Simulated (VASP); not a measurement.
# Mg3GaO4 (Pm-3m) in VASP: reference runs

How does Mg3GaO4 come out in PBE? The cell is run as given and disturbed.

Program: VASP 6.6.1. These are calculated values, not measurements. Logs are shortened: lines on timing, memory, paths and dates and some standing lists are left out, and cuts for length are marked.

## 1. The crystal as given

It takes space group Pm-3m (No. 221, cubic). The conventional cell has a = 4.363 Å, b = 4.363 Å, c = 4.363 Å, α = 90.00°, β = 90.00°, γ = 90.00°. Ga (site symmetry m-3m) is surrounded by 6 O at 2.18 Å. Mg (site symmetry 4/mmm) is surrounded by 6 O at 2.18 Å. O (site symmetry 4/mmm) is surrounded by 2 Ga at 2.18 Å and 4 Mg at 2.18 Å. Around O (site symmetry m-3m) lie 6 Mg at 2.18 Å.

The cell comes from a database or a generator and needn't be the stable form of this composition.

## 2. Single point, PBE

The input, INCAR:

```
SYSTEM = Mg3GaO4
  PREC = Accurate
  ENCUT = 520
  EDIFF = 1E-7
  ISMEAR = -1
  SIGMA = 0.05
  LREAL = .FALSE.
  LASPH = .TRUE.
  NELM = 100
  ALGO = Normal
  ISIF = 2
  LWAVE = .FALSE.
  LCHARG = .FALSE.
  GGA = PE
  NBANDS = 32
```

The input, KPOINTS:

```
Automatic mesh
0
G
  6 6 6
  0 0 0
```

The input, POSCAR:

```
Mg3GaO4
1.0
    4.3634910000      0.0000000000      0.0000000000
    0.0000000000      4.3634910000      0.0000000000
    0.0000000000      0.0000000000      4.3634910000
Ga Mg O
1 3 4
Direct
    0.0000000000      0.0000000000      0.0000000000
    0.5000000000      0.5000000000      0.0000000000
    0.5000000000      0.0000000000      0.5000000000
    0.0000000000      0.5000000000      0.5000000000
    0.0000000000      0.5000000000      0.0000000000
    0.0000000000      0.0000000000      0.5000000000
    0.5000000000      0.5000000000      0.5000000000
    0.5000000000      0.0000000000      0.0000000000
```

Potentials or basis: VASP PAW PBE potentials, release 64 (Ga_d, Mg, O).

Started as:

```bash
cat potpaw_PBE.64/Ga_d/POTCAR potpaw_PBE.64/Mg/POTCAR potpaw_PBE.64/O/POTCAR > POTCAR
mpirun -np 1 vasp_std > vasp.out
```

OUTCAR:

```text
SYSTEM = Mg3GaO4
   PREC = Accurate
   ENCUT = 520
   EDIFF = 1E-7
   ISMEAR = -1
   LREAL = .FALSE.
   LASPH = .TRUE.
   NELM = 100
   ISIF = 2
   GGA = PE

 ion  position               nearest neighbor table
   1  0.000  0.000  0.000-   5 2.18   6 2.18   8 2.18   6 2.18   5 2.18   8 2.18   3 3.09   4 3.09
                             2 3.09   2 3.09   4 3.09   3 3.09   4 3.09   2 3.09   3 3.09   4 3.09
   2  0.500  0.500  0.000-   5 2.18   7 2.18   8 2.18   7 2.18   8 2.18   5 2.18   3 3.09   4 3.09
                             1 3.09   1 3.09   3 3.09   3 3.09   3 3.09   1 3.09   4 3.09   4 3.09
   3  0.500  0.000  0.500-   6 2.18   7 2.18   8 2.18   8 2.18   7 2.18   6 2.18   1 3.09   2 3.09
                             1 3.09   2 3.09   4 3.09   2 3.09   2 3.09   1 3.09   4 3.09   4 3.09
   4  0.000  0.500  0.500-   5 2.18   6 2.18   7 2.18   5 2.18   6 2.18   7 2.18   1 3.09   2 3.09
                             1 3.09   1 3.09   3 3.09   2 3.09   1 3.09   2 3.09   3 3.09   3 3.09
   5  0.000  0.500  0.000-   1 2.18   2 2.18   4 2.18   4 2.18   1 2.18   2 2.18
   6  0.000  0.000  0.500-   1 2.18   3 2.18   4 2.18   1 2.18   4 2.18   3 2.18
   7  0.500  0.500  0.500-   2 2.18   3 2.18   4 2.18   2 2.18   3 2.18   4 2.18
   8  0.500  0.000  0.000-   1 2.18   2 2.18   3 2.18   3 2.18   2 2.18   1 2.18

  LATTYP: Found a simple cubic cell.
 ALAT       =     4.3634910000

  Lattice vectors:

 A1 = (   4.3634910000,   0.0000000000,   0.0000000000)
 A2 = (   0.0000000000,   4.3634910000,   0.0000000000)
 A3 = (   0.0000000000,   0.0000000000,   4.3634910000)

Analysis of symmetry for initial positions (statically):
=====================================================================
 Subroutine PRICEL returns:
 Original cell was already a primitive cell.

 Routine SETGRP: Setting up the symmetry group for a
 simple cubic supercell.

 Subroutine GETGRP returns: Found 48 space group operations
 (whereof 48 operations were pure point group operations)
 out of a pool of 48 trial point group operations.

The static configuration has the point symmetry O_h .

Analysis of symmetry for dynamics (positions and initial velocities):
=====================================================================
 Subroutine PRICEL returns:
 Original cell was already a primitive cell.

 Routine SETGRP: Setting up the symmetry group for a
 simple cubic supercell.

 Subroutine GETGRP returns: Found 48 space group operations
 (whereof 48 operations were pure point group operations)
 out of a pool of 48 trial point group operations.

The dynamic configuration has the point symmetry O_h .

 Subroutine INISYM returns: Found 48 space group operations
 (whereof 48 operations are pure point group operations),
[... 112 lines left out ...]
   TEBEG  =    0.0;   TEEND  =   0.0 temperature during run
   PSTRESS=    0.0 pullay stress
   NELECT =      43.0000    total number of electrons
   NUPDOWN=      -1.0000    fix difference up-down
   EMIN   =  10.00;   EMAX   =-10.00  energy-range for DOS
   EFERMI =   0.00;   METHOD = LEGACY
   ISMEAR =    -1;   SIGMA  =   0.05  broadening in eV -4-tet -1-fermi 0-gaus
   EFERMI_NEDOS =   21; number of points for ismear=-14 and -15
   IALGO  =     38    algorithm
   IMIX   =      4    mixing-type and parameters
     AMIX     =   0.40;   BMIX     =  1.00
     AMIX_MAG =   1.60;   BMIX_MAG =  1.00
  volume/ion in A,a.u.               =      10.39        70.08
  Fermi-wavevector in a.u.,A,eV,Ry     =   1.314408  2.483871 23.506360  1.727669
  Thomas-Fermi vector in A             =   2.444663
   LORBIT       =      0    0 simple, 1 ext, 2 COOP (PROOUT), +10 PAW based schemes
   GGA     = PE    functional components
   LHFCALC =     F    Hartree Fock is set to
   AEXX    =    0.0000 exact exchange contribution
   IVDW    =     0    specifies the selected vdW correction
   LEPSILON=     F    determine dielectric tensor
   LRPA    =     F    only Hartree local field effects (RPA)
 non-spin polarized calculation
  energy-cutoff  :      520.00
  volume of cell :       83.08
 maximum number of plane-waves:      2272
   NGX = 17   NGY = 17   NGZ = 17

 number of electron      43.0000000 magnetization

 Free energy of the ion-electron system (eV)
  ---------------------------------------------------
  ext. energy  EPLUGINS =         0.00000000
  ---------------------------------------------------
  free energy    TOTEN  =       -45.02887197 eV

  energy without entropy =      -45.01487287  energy(sigma->0) =      -45.02187242

 E-fermi :   7.4524     XC(G=0): -11.0545

 val. band max:        7.4090258696   @ k =   0.3333   0.3333   0.0000
 cond. band min:       7.5071866892   @ k =   0.3333   0.3333   0.1667
 fundamental gap:      0.0981608196
 Fermi energy:         7.4524458673

 k-point     1 :       0.0000    0.0000    0.0000
  band No.  band energies     occupation
      1     -14.0851      2.00000
      2     -12.9041      2.00000
      3     -12.9041      2.00000
      4     -12.5751      2.00000
      5      -8.5875      2.00000
      6      -8.5875      2.00000
[... 689 lines left out ...]
     31      15.6684      0.00000
     32      15.6684      0.00000

------------------------ aborting loop because EDIFF is reached ----------------------------------------

  FORCE on cell =-STRESS in cart. coord.  units (eV):
  Direction    XX          YY          ZZ          XY          YZ          ZX
  --------------------------------------------------------------------------------------
  -------------------------------------------------------------------------------------
  Total       -0.2272906     -0.2272906     -0.2272906     -0.0000000      0.0000000     -0.0000000
  in kB       -4.3831848     -4.3831848     -4.3831848     -0.0000000      0.0000000     -0.0000000
  external PRESSURE =      -4.3831848 kB  Pullay stress =       0.0000000 kB

 VOLUME and BASIS-vectors are now :
 -----------------------------------------------------------------------------
  energy-cutoff  :      520.00
  volume of cell :       83.08
      direct lattice vectors                 reciprocal lattice vectors
     4.363491000  0.000000000  0.000000000     0.229174301  0.000000000  0.000000000
     0.000000000  4.363491000  0.000000000     0.000000000  0.229174301  0.000000000
     0.000000000  0.000000000  4.363491000     0.000000000  0.000000000  0.229174301

 POSITION                                       TOTAL-FORCE (eV/Angst)
 -----------------------------------------------------------------------------------
      0.00000      0.00000      0.00000         0.000000      0.000000      0.000000
      2.18175      2.18175      0.00000         0.000000      0.000000      0.000000
      2.18175      0.00000      2.18175         0.000000      0.000000      0.000000
      0.00000      2.18175      2.18175         0.000000      0.000000      0.000000
      0.00000      2.18175      0.00000         0.000000      0.000000      0.000000
      0.00000      0.00000      2.18175         0.000000      0.000000      0.000000
      2.18175      2.18175      2.18175         0.000000      0.000000      0.000000
      2.18175      0.00000      0.00000         0.000000      0.000000      0.000000
 -----------------------------------------------------------------------------------
    total drift:                                0.000000      0.000000     -0.000000

  FREE ENERGIE OF THE ION-ELECTRON SYSTEM (eV)
  ---------------------------------------------------
  free  energy   TOTEN  =       -45.0288719705 eV

  energy  without entropy=      -45.0148728681  energy(sigma->0) =      -45.02187242
```

OSZICAR:

```text
N       E                     dE             d eps       ncg     rms          rms(c)
DAV:   1     0.364372780765E+03    0.36437E+03   -0.20036E+04  1464   0.169E+03
DAV:   2    -0.156301926626E+00   -0.36453E+03   -0.33601E+03  1488   0.494E+02
DAV:   3    -0.493788089644E+02   -0.49223E+02   -0.48532E+02  1544   0.133E+02
DAV:   4    -0.510509444098E+02   -0.16721E+01   -0.16675E+01  1472   0.276E+01
DAV:   5    -0.510831468776E+02   -0.32202E-01   -0.32190E-01  1536   0.363E+00    0.141E+01
DAV:   6    -0.451176412665E+02    0.59655E+01   -0.20522E+01  1744   0.360E+01    0.461E+00
DAV:   7    -0.450657913255E+02    0.51850E-01   -0.82223E-01  1472   0.717E+00    0.272E+00
DAV:   8    -0.450383906563E+02    0.27401E-01   -0.21306E-01  1344   0.384E+00    0.859E-01
DAV:   9    -0.450288238590E+02    0.95668E-02   -0.17983E-02  1800   0.114E+00    0.240E-01
DAV:  10    -0.450288257109E+02   -0.18519E-05   -0.49822E-03  1352   0.445E-01    0.911E-02
DAV:  11    -0.450288750001E+02   -0.49289E-04   -0.44285E-04  1640   0.188E-01    0.190E-02
DAV:  12    -0.450288703887E+02    0.46114E-05   -0.65395E-05  1520   0.610E-02    0.575E-03
DAV:  13    -0.450288721847E+02   -0.17960E-05   -0.76539E-06  1480   0.197E-02    0.231E-03
DAV:  14    -0.450288720142E+02    0.17048E-06   -0.38984E-07  1560   0.531E-03    0.137E-03
DAV:  15    -0.450288719705E+02    0.43642E-07   -0.10296E-07   840   0.235E-03
   1 F= -.45028872E+02 E0= -.45021872E+02  d E =-.139991E-01
```

Wall time 40 s (1 thread of AMD EPYC 7R43 (Zen 3), shared host); peak memory 0.16 GiB.

What came out:

* Free energy: -45.0289 eV
* Pressure: -0.4 GPa
* Band gap on the k mesh: none (metal or under the smearing width)

Levels at points of the mesh, in eV from the Fermi level:
| k point | band 18 | band 19 | band 20 | band 21 | band 22 | band 23 | band 24 | band 25 |
| --- | --- | --- | --- | --- | --- | --- | --- | --- |
| (0.00, 0.00, 0.00) | -5.81 | -4.62 | -4.62 | -4.62 | -3.77 | 0.90 | 4.36 | 4.36 |
| (0.50, 0.00, 0.00) | -5.47 | -5.47 | -5.15 | -5.15 | -0.31 | 2.30 | 4.35 | 5.62 |
| (0.50, 0.50, 0.00) | -5.15 | -5.10 | -5.10 | -4.78 | 1.54 | 2.85 | 2.85 | 4.03 |
| (0.50, 0.50, 0.50) | -5.01 | -5.01 | -4.78 | -4.78 | 1.52 | 1.52 | 1.52 | 2.74 |

Caveat: an odd number of electrons without spin polarisation forces a metal; a magnetic or distorted state may lie lower.

## 3. Single point, PBE (atoms moved at random, drawn with an rms of 0.05 Å)

The input, INCAR:

```
PREC = Accurate
ENCUT = 520
EDIFF = 1E-7
ISMEAR = -1
SIGMA = 0.05
LREAL = F
LASPH = T
NELM = 80
ALGO = Normal
ISIF = 2
LWAVE = F
LCHARG = T
GGA = PE
LELF = T
LVHAR = T
NBANDS = 32
```

The input, KPOINTS:

```
regular mesh
0
Gamma
  6 6 6
```

The input, POSCAR:

```
Mg3GaO4
1.0
    4.3634910000      0.0000000000      0.0000000000
    0.0000000000      4.3634910000      0.0000000000
    0.0000000000      0.0000000000      4.3634910000
Ga Mg O
1 3 4
Direct
    0.0113500000      0.0091230000      0.0039480000
    0.5167690000      0.5034490000     -0.0091630000
    0.4982140000     -0.0228390000      0.5036540000
   -0.0060620000      0.4906880000      0.4954190000
   -0.0072050000      0.5046140000     -0.0145400000
   -0.0026560000      0.0045100000      0.5121380000
    0.5093750000      0.5123250000      0.4967440000
    0.4961490000     -0.0051930000     -0.0033360000
```

Potentials or basis: VASP PAW PBE potentials, release 64 (Ga_d, Mg, O).

Started as:

```bash
cat potpaw_PBE.64/Ga_d/POTCAR potpaw_PBE.64/Mg/POTCAR potpaw_PBE.64/O/POTCAR > POTCAR
mpirun -np 1 vasp_std > vasp.out
```

OUTCAR:

```text
PREC = Accurate
   ENCUT = 520
   EDIFF = 1E-7
   ISMEAR = -1
   LREAL = F
   LASPH = T
   NELM = 80
   ISIF = 2
   GGA = PE

 ion  position               nearest neighbor table
   1  0.011  0.009  0.004-   8 2.12   6 2.15   5 2.17   5 2.20   6 2.22   8 2.25   4 3.00   3 3.05
                             3 3.05   2 3.05   4 3.06   2 3.09   2 3.09   4 3.12   2 3.12   3 3.13
   2  0.517  0.503  0.991-   5 2.08   8 2.15   7 2.16   7 2.21   8 2.22   5 2.29   3 2.97   4 3.00
                             4 3.03   3 3.05   1 3.05   1 3.09   1 3.09   1 3.12   3 3.13   4 3.14
[... 1060 lines left out ...]
  in kB        5.2737920     12.5832231     -1.1015601     -0.9564266     -0.6851130      0.3829127
  external PRESSURE =       5.5851517 kB  Pullay stress =       0.0000000 kB

 VOLUME and BASIS-vectors are now :
 -----------------------------------------------------------------------------
  energy-cutoff  :      520.00
  volume of cell :       83.08
      direct lattice vectors                 reciprocal lattice vectors
     4.363491000  0.000000000  0.000000000     0.229174301  0.000000000  0.000000000
     0.000000000  4.363491000  0.000000000     0.000000000  0.229174301  0.000000000
     0.000000000  0.000000000  4.363491000     0.000000000  0.000000000  0.229174301

 POSITION                                       TOTAL-FORCE (eV/Angst)
 -----------------------------------------------------------------------------------
      0.04953      0.03981      0.01723        -0.144671     -0.224853     -0.182545
      2.25492      2.19680      4.32351        -0.418731     -0.138840      0.152105
      2.17395      4.26383      2.19769         0.099054      0.700820     -0.149947
      4.33704      2.14111      2.16176         0.242749      0.238888     -0.004240
      4.33205      2.20188      4.30005         0.429111     -0.093518      0.390601
      4.35190      0.01968      2.23471         0.171697     -0.104333     -0.206175
      2.22265      2.23553      2.16754        -0.351733     -0.614885     -0.122457
      2.16494      4.34083      4.34893        -0.027477      0.236721      0.122657
 -----------------------------------------------------------------------------------
    total drift:                                0.000543      0.000336     -0.001091

  FREE ENERGIE OF THE ION-ELECTRON SYSTEM (eV)
  ---------------------------------------------------
  free  energy   TOTEN  =       -44.9058139022 eV

  energy  without entropy=      -44.8917956598  energy(sigma->0) =      -44.89880478
```

It took 3.6 min on 1 thread of AMD EPYC 7R43 (Zen 3), shared host; peak memory 0.33 GiB.

Results:

| Property | Result |
| --- | --- |
| Free energy | -44.9058 eV |
| Pressure | 0.6 GPa |
| Largest force | 0.723 eV/Å |
| Band gap on the k mesh | none (metal or under the smearing width) |

Forces in eV/Å, atoms in the order of the input:
```
Ga  -0.145 -0.225 -0.183
Mg  -0.419 -0.139  0.152
Mg   0.099  0.701 -0.150
Mg   0.243  0.239 -0.004
O    0.429 -0.094  0.391
O    0.172 -0.104 -0.206
O   -0.352 -0.615 -0.122
O   -0.027  0.237  0.123
```

Caveat: an odd number of electrons without spin polarisation forces a metal; a magnetic or distorted state may lie lower.
